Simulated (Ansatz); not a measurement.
MoSe2, 2H-MoS2 type at its r2SCAN+rVV10 geometry, run in Ansatz 0.2.0 at 3 levels of theory. Calculated for a static, non-magnetic cell.

The LDA input:
```yaml
crystal:
  lattice:
    - [3.3053967699, 0.0, 0.0]
    - [-1.652698385, 2.8625575724, 0.0]
    - [0.0, 0.0, 13.087830961]
  atoms:
    - { symbol: Mo, position: [0.3333333333, 0.6666666667, 0.25] }
    - { symbol: Mo, position: [0.6666666667, 0.3333333333, 0.75] }
    - { symbol: Se, position: [0.6666666667, 0.3333333333, 0.3766314215] }
    - { symbol: Se, position: [0.6666666667, 0.3333333333, 0.1233685785] }
    - { symbol: Se, position: [0.3333333333, 0.6666666667, 0.8766314215] }
    - { symbol: Se, position: [0.3333333333, 0.6666666667, 0.6233685785] }
kpoints:
  mp_grid: { grid: [12, 12, 2] }
  band_path:
    path:
      - [0.0, 0.0, 0.0]
      - [0.5, 0.0, 0.0]
      - [0.3333333333, 0.3333333333, 0.0]
      - [0.0, 0.0, 0.5]
      - [0.5, 0.0, 0.5]
      - [0.3333333333, 0.3333333333, 0.5]
      - [0.182292, 0.184896, 0.0]
    npoints: 1
hamiltonian:
  xc: lda
scf:
  occupations: { method: fixed }
  n_extra_bands: 5
output:
  forces: true
  stress: true
  eigenvalues: true
```

Main results, then, where recorded, the levels near the gap in eV from the Fermi energy (columns number the bands from 0), one row a point of the path (Γ, M, K, A, L, H, K–Γ (0.45)):
```
Crystal: 6 atoms, lattice volume = 123.836 Å³
Symmetry: 24 space group operations
Space group: P63/mmc (ITA 194)
```
```
Basis set: ecut = 420 eV, 2491 PW (Γ)
k-points: 38 of 288
SCF converged after 8 iterations
Free energy (F): -31223.044483 eV
Fermi energy:    11.727940 eV
--- Forces (eV/Å), atoms counted from 1 ---
  atom   1  Mo      0.00000      0.00000      0.00000
  atom   2  Mo      0.00000      0.00000      0.00000
  atom   3  Se      0.00000      0.00000    -0.29417
  atom   4  Se      0.00000      0.00000      0.29417
  atom   5  Se      0.00000      0.00000    -0.29417
  atom   6  Se      0.00000      0.00000      0.29417
--- Stress (GPa, compression-positive) ---
       -4.904858       0.000000       0.000000
        0.000000      -4.904858       0.000000
        0.000000       0.000000      -3.689488
  P = ⅓ Tr σ = -4.4997 GPa (-44.997 kbar)
```
```tsv
band_41	band_42	band_43	band_44	band_45	band_46	band_47	band_48
-1.543	-1.543	-1.035	-0.844	0.000	2.448	2.448	2.504
-2.155	-1.169	-1.151	-1.064	-0.960	1.489	1.531	1.780
-3.499	-2.356	-2.356	-0.495	-0.318	1.073	1.073	1.700
-1.563	-1.563	-1.563	-0.184	-0.184	2.465	2.465	2.465
-2.295	-1.098	-1.098	-1.065	-1.065	1.508	1.508	1.940
-3.149	-2.503	-2.503	-0.418	-0.418	1.076	1.076	2.142
-2.284	-1.482	-1.424	-1.112	-1.075	0.830	1.642	1.697
```

With LDA the valence top lies at Γ and the conduction bottom at K–Γ (0.45 of the way from K), 0.83 eV higher; the smallest vertical gap, at K, is 1.39 eV.

Problem. Another run on the same cell gave
```
Basis set: ecut = 500 eV, 3119 PW (Γ)
k-points: 38 of 288
SCF converged after 8 iterations
Free energy (F): -31852.174349 eV
Fermi energy:    11.874807 eV
--- Forces (eV/Å), atoms counted from 1 ---
  atom   1  Mo      0.00000      0.00000      0.00000
  atom   2  Mo      0.00000      0.00000      0.00000
  atom   3  Se      0.00000      0.00000    -0.04284
  atom   4  Se      0.00000      0.00000      0.04284
  atom   5  Se      0.00000      0.00000    -0.04284
  atom   6  Se      0.00000      0.00000      0.04284
--- Stress (GPa, compression-positive) ---
        1.260005       0.000000       0.000000
        0.000000       1.260005       0.000000
        0.000000       0.000000       1.144515
  P = ⅓ Tr σ = 1.2215 GPa (12.215 kbar)
```
```tsv
band_41	band_42	band_43	band_44	band_45	band_46	band_47	band_48
-1.651	-1.651	-1.020	-0.976	0.000	2.580	2.580	2.636
-2.322	-1.307	-1.189	-1.104	-1.099	1.601	1.644	1.922
-3.663	-2.532	-2.532	-0.491	-0.328	1.163	1.163	1.914
-1.672	-1.672	-1.672	-0.206	-0.206	2.596	2.596	2.596
-2.449	-1.203	-1.203	-1.138	-1.138	1.620	1.620	2.071
-3.323	-2.679	-2.679	-0.419	-0.419	1.166	1.166	2.343
-2.399	-1.620	-1.554	-1.160	-1.132	1.001	1.769	1.859
```
Which level of theory and mesh gave it?

Solution. It is r2SCAN, on 12×12×2; the blocks that differ from the first input, but for the band path:
```yaml
hamiltonian:
  xc: r2scan
```
The r2SCAN gap is indirect, 1.00 eV (Γ to K–Γ (0.45 of the way from K)), below the direct gap of 1.49 eV at K. The mean pressure at these positions is +1.22 GPa, compression counted positive.

Problem. In the first input these blocks are replaced (the band path and keys that only write files left aside):
```yaml
kpoints:
  mp_grid: { grid: [6, 6, 2] }
hamiltonian:
  xc: hse06
```
What comes out?

Solution.
```
Basis set: ecut = 420 eV, 2491 PW (Γ)
k-points: 14 of 72
Exchange kernel: α = 0.2500, screened, ω = 0.2079 Å⁻¹, Wigner–Seitz truncation, v(0) = 1045.2587 eV·Å³, q-mesh 6×6×2
hybrid outer 1: dexx = +2.848e-2 eV, tail = 2.29e-4 eV
hybrid outer 2: dexx = +8.375e-6 eV, tail = 9.59e-8 eV, Δε = 2.21e-3 eV, ΔF = 1.07e-2 eV/Å
hybrid outer 3: dexx = +1.979e-9 eV, tail = 3.35e-9 eV, Δε = 9.98e-5 eV, ΔF = 1.00e-4 eV/Å
hybrid SCF converged: 3 outer / 17 inner (+5 warm-up)
Free energy (F): -31802.289023 eV
Fermi energy:    11.655413 eV
--- Forces (eV/Å), atoms counted from 1 ---
  atom   1  Mo      0.00000      0.00000      0.00000
  atom   2  Mo      0.00000      0.00000      0.00000
  atom   3  Se      0.00000      0.00000    -0.34809
  atom   4  Se      0.00000      0.00000      0.34809
  atom   5  Se      0.00000      0.00000    -0.34809
  atom   6  Se      0.00000      0.00000      0.34809
--- Stress (GPa, compression-positive) ---
       -2.174689       0.000000       0.000000
        0.000000      -2.174689       0.000000
        0.000000       0.000000      -1.116148
  P = ⅓ Tr σ = -1.8218 GPa (-18.218 kbar)
```
```tsv
band_41	band_42	band_43	band_44	band_45	band_46	band_47	band_48
-1.684	-1.684	-1.112	-1.038	0.000	3.133	3.133	3.194
-2.474	-1.341	-1.308	-1.207	-1.122	2.085	2.134	2.432
-3.913	-2.698	-2.698	-0.464	-0.283	1.546	1.546	2.389
-1.707	-1.707	-1.707	-0.223	-0.223	3.150	3.150	3.150
-2.608	-1.248	-1.248	-1.232	-1.232	2.107	2.107	2.599
-3.548	-2.858	-2.858	-0.383	-0.383	1.549	1.549	2.858
-2.572	-1.731	-1.655	-1.243	-1.205	1.389	2.250	2.360
```
The HSE06 gap is indirect, 1.39 eV (Γ to K–Γ (0.45 of the way from K)), below the direct gap of 1.83 eV at K. The mean pressure at these positions is -1.8 GPa, compression counted positive. (The program warns that its thresholds are loose for a hybrid's stress.)

The hybrids run on coarser meshes, which limits their stresses and small splittings of levels.

Totals of different functionals can't be compared.

The runs are scalar-relativistic, without spin-orbit coupling.

The meshes of the hybrids are coarse, so their gaps aren't converged to the digits shown.
